# Predicting the cost of a cobalt structure from the room it takes

## The question

Cobalt atoms can be arranged in many crystal patterns, and each pattern has its own energy. Can that energy be guessed from the volume the atoms take up, with a little knowledge of how they are stacked? The table lists twenty relaxed cells. Three of them have a question mark in place of their energy, and these are the test.

Crystal structures of cobalt, computed with Ansatz 0.2.0 using scalar-relativistic DFT with the PBE functional, PAW datasets and a plane-wave cutoff of 420 eV. Fifteen of the cells were computed with spin polarisation. The last row (Si type) and the four cells with less than 10.85 Å³ per atom were computed without it, so they can't have a magnetic moment. Cell and atoms were relaxed at zero pressure, with Gaussian smearing of 0.1 eV. Energies are given per atom relative to the lowest-energy structure computed.

```
   found from  space group number  atoms in cell  volume per atom (Å³)  over lowest (meV/atom)
database cell                 194              2                 10.85                     0.0
database cell                 194              4                 10.89                     5.0
      Sm type                 166              3                 10.88                       ?
      Ti type                 191              3                 11.05                       ?
       W type                 223              8                 11.12                    96.0
database cell                 136             28                 11.38                   127.0
database cell                 227              6                 11.51                   198.0
 changed type                 166              4                 10.31                   208.0
 changed type                 166              4                 10.55                   322.0
 changed type                  69              2                 11.61                   324.0
 changed type                 194              4                 10.72                   396.0
 changed type                 166              2                 10.73                   405.0
      Sn type                 191              1                 12.02                   518.0
      Sn type                 141              2                 12.11                   544.0
 random start                 111              5                 13.01                       ?
 changed type                 123              5                 12.96                   661.0
 changed type                 166             12                 13.46                   681.0
      Ca type                 221              1                 12.82                   783.0
     Si sites                 206              8                 14.24                  1025.0
      Si type                 227              2                 14.87                  1361.0
```

“Over lowest” is the energy per atom above the cheapest cell, so a large number means a costly structure. “Found from” tells where the starting pattern came from: “Ti type”, for instance, is a pattern known from titanium. Rows marked “changed type” carry no structural name and are best identified by their volume.

The cheapest cell fits hexagonal close packing (hcp), in which every atom has twelve nearest neighbours. Its volume of 10.85 Å³ per atom is the reference for what follows.

## Why room costs energy

A roomy structure is usually one in which atoms have fewer close neighbours. Cobalt is held together largely by its d electrons, which gain energy by spreading over neighbouring atoms. Remove neighbours and part of that gain is lost.

The loss is gentler than a count of bonds suggests. Hückel theory for small hydrocarbons shows why. Let t be the coupling between the π orbitals of two bonded carbon atoms. In ethylene, where an atom has one partner, the bonding level lies t below the energy of a lone orbital. In allyl, whose central atom has two partners, it lies √2·t below, and in trimethylenemethane, with three partners around the centre, √3·t below. The gain grows as the square root of the number of partners, because one orbital has to be shared among all of them.

A metal's d band follows the same rule in its simplest description, the second-moment model: bonding energy grows roughly as the square root of the number of neighbours. The analogy ends there. The Hückel picture uses one orbital per atom and leaves magnetism out, whereas cobalt has five d orbitals per atom and a magnetic moment.

## A test on simple cubic

The Ca-type row, with one atom in a cubic cell, is simple cubic cobalt. Each atom has six nearest neighbours, half as many as in hcp. Take cobalt's cohesive energy as roughly 4.4 eV per atom, a recalled value. If all bonds were equally strong, losing half of them would cost about 2.2 eV.

The square-root rule lowers this to 4.4 × (1 − √½), or about 1.3 eV. The calculation gives 0.78 eV, lower still. The rule therefore removes much of the excess in the bond count, but something else must soften the loss further.

One reason is that the rule describes only the attraction between atoms. Close neighbours also repel each other, and that cost falls in step with their number, so losing half of them saves some energy too.

The geometry offers a second reason. Neighbours are 2.48 Å apart in hcp (taking the ideal ratio of cell height to width), 2.34 Å in simple cubic and 2.13 Å in diamond, the Si-type cell with two atoms. With fewer neighbours pushing back, the remaining bonds shorten and strengthen. The shortening is in the numbers, though in diamond part of it may come from the lack of a magnetic moment, since that cell was computed without spin. That the two effects together account for the rest of the difference is expected from the model, not computed here, and magnetic moments may change along the way too.

## From neighbours to volume

Counting nearest neighbours soon becomes too coarse. Diamond has four, and so does the “Si sites” cell if it is the dense silicon form called BC8, which its symmetry and atom count fit. The square-root rule would give both the same cost, yet they differ by about a third of an electronvolt. The cheaper one is also the more compact. In BC8 the next atoms out sit closer than in diamond, and a count that stops at four overlooks them. They needn't account for the whole gap, however. The BC8 cell was computed with a moment of about 1.7 Bohr magnetons per atom and diamond without spin, so part of the difference may be magnetic.

Volume per atom takes some account of these farther neighbours, and it is available even for cells without a structural name. Take the known cells that are no denser than hcp and line them up by volume. Their energies rise at every step but one: simple cubic costs more than the two cells that follow it.

A straight line captures the trend:

energy over lowest ≈ 327 meV/Å³ × (volume per atom − 10.85 Å³)

The line is made to pass through hcp, and its slope comes from a least-squares fit to the twelve known cells roomier than hcp. Diamond, the roomiest of them, may be too costly beside the others because it was computed without spin, but leaving it out would lower the slope by only about 2 %. The typical miss is about 0.1 eV per atom. One percent of extra volume, about 0.11 Å³, thus goes with roughly 35 meV. This compares different structures, each relaxed at zero pressure; it isn't the cost of stretching one crystal.

Lost neighbours give a reason for the high cost of open cells, such as simple cubic and diamond, but not for the compact end of the line. The W type is the pattern called A15, in which each atom has twelve or fourteen close neighbours, not all equally far away. It costs more than hcp without having fewer neighbours, so there the line describes the trend but doesn't explain it.

## Where the line must not be used

Four cells are denser than hcp and still cost between 208 and 405 meV. For them the line would give energies below that of hcp, which is plainly wrong. They were left out of the fit because a cell with less room than hcp can't be described by how open it is.

The way they were computed is probably part of the reason for their cost. All four were run without spin, so none of them could form a magnetic moment, whereas hcp has one. In ferromagnetic cobalt more d electrons have one spin than the other. This lowers the energy but fills states that push the atoms apart, so a crystal that loses its moment tends to shrink and to become more costly. The cell at 10.31 Å³ shows how much this may matter. It is a stacking of close-packed layers, as hcp is, yet it is 5 % smaller and 208 meV higher. The database cell at 10.89 Å³, another such stacking but computed with a moment, costs only 5 meV. Most of the 208 meV therefore probably comes from the missing moment.

What the four cells would cost, and how large they would be, with a moment was not computed. The makers of the data also warn, from tests on other systems, that the functional may misplace magnetic and non-magnetic phases relative to each other. These rows therefore can't show that dense cobalt structures are unstable. The practical point is narrower: a small volume in this table is no sign of a low energy, and it may only mark a cell that was denied its moment.

## Three forecasts

**Sm type, 10.88 Å³.** This is a stacking of close-packed layers, so every atom keeps twelve neighbours and only the sequence of layers changes. In hcp the layers above and below any given layer lie in the same position. Where they lie in different positions, the middle layer has cubic surroundings.

Double hcp, which the database cell at 10.89 Å³ fits, has one such layer in two and costs 5 meV. The Sm type has one in three. If each cubic layer adds the same amount, the cost is two thirds of 5 meV. The forecast is about 3 meV, with a range of 0 to 8, to leave room for numerical error. The data makers' tests on other metals suggest about 4 meV; the error of these runs was not measured.

**Ti type, 11.05 Å³.** This is the omega structure, which isn't a stacking of close-packed layers. The line gives about 65 meV. I raise that to 96 meV, the energy of the W-type cell, because this is the cheapest known structure outside the close-packed stackings and in omega, too, not every atom has twelve equal neighbours.

The range is 50 to 200 meV. It is wider upwards because a reduced moment would shrink the cell and hide part of its cost from the line.

**Random start, 13.01 Å³.** Here only the volume is of use. The cell has 13.01 − 10.85 = 2.16 Å³ more room per atom than hcp, and 2.16 × 327 gives about 710 meV. This row took no part in the fit.

The range is 560 to 860 meV, somewhat wider than the line's typical miss. It isn't a guarantee, since one cell used in the fit lies 173 meV from the line.

## The computed values

The withheld rows as computed:

```
  found from  space group number  atoms in cell  volume per atom (Å³)  over lowest (meV/atom)
     Sm type                 166              3                 10.88                     6.0
     Ti type                 191              3                 11.05                    82.0
random start                 111              5                 13.01                   595.0
```

All three values fall within their ranges. The sizes of the misses show what each argument was worth.

One caution: the first table is sorted by energy, so the places of the question marks already narrowed the answers. The forecasts made no use of this; those for the Sm type and the random start even lie outside the limits set by the neighbouring rows.

## Stacking: right size, unresolved order

The Sm type comes out at 6 meV, against a forecast of 3. The layer count gets the size right: rearranging close-packed layers costs a few meV, far less than giving up close packing. This agrees with the readiness of cobalt to form stacking faults.

The order is another matter. The count places the Sm type below double hcp, while the calculation puts it 1 meV above. Such a difference is smaller than the 4 meV suggested by the tests on other metals, and it may have no physical cause. Atomic vibrations, absent from these energies, could also reorder structures this close together.

## Omega: the volume order holds

Omega comes out at 82 meV. My forecast was 14 meV too high, while the unaltered line would have been about 17 meV too low. Raising the value therefore brought no real gain.

The reason for raising it also failed. I had set the forecast at the W type because no known structure outside the close-packed stackings was cheaper, and omega turns out to lie below it. Omega is the more compact of the two, so here volume was the better guide to the order. The large hidden cost that I had allowed for in the upper part of the range did not appear. The magnetic output of the runs fits this: omega has a moment of about 1.65 Bohr magnetons per atom against 1.61 in hcp, so its moment is not reduced.

## Random start: volume doesn't show where the room is

The random-start cell costs 595 meV, about 110 less than the line gives. That is an ordinary miss for this line. More telling is a comparison with the other five-atom cell: the two have almost the same volume, yet the random-start cell is 66 meV cheaper. Volume can't explain that difference.

A possible explanation lies in how the empty space is distributed. In simple cubic it is spread evenly, every atom has lost neighbours, and the cell costs 138 meV more than the line gives. In another structure the space may be gathered into gaps between well-bonded regions. Once such a gap is open, widening it adds volume but breaks few further bonds, so the line would overestimate the cost.

The random-start cell may be of this kind, and so may the twelve-atom cell at 13.46 Å³, which lies 173 meV below the line. This is a guess; the atomic positions would show whether such gaps exist.

## Placing another cobalt cell

The first thing to establish is whether the new cell is a stacking of close-packed layers. If it is, and it keeps its magnetic moment, a few meV per atom is a fair first guess. Only stackings with at most half their layers cubic were tried here, and their energies are too close to show whether the cost grows with the number of such layers. If the new cell is roomier than hcp and of another kind, the line gives a first value, good to about 0.1 eV. That is enough to tell omega from diamond, but too coarse to rank the two five-atom cells.

If the cell is denser than hcp, the line should be set aside. The first thing to check is then whether the calculation allowed a magnetic moment; if it didn't, it should be repeated with spin before the energy is compared with that of hcp. In every case the result is an energy, not a lifetime. The relaxations kept the symmetry of the starting cell, so a costly structure such as simple cubic may have no barrier at all against collapse into something cheaper.
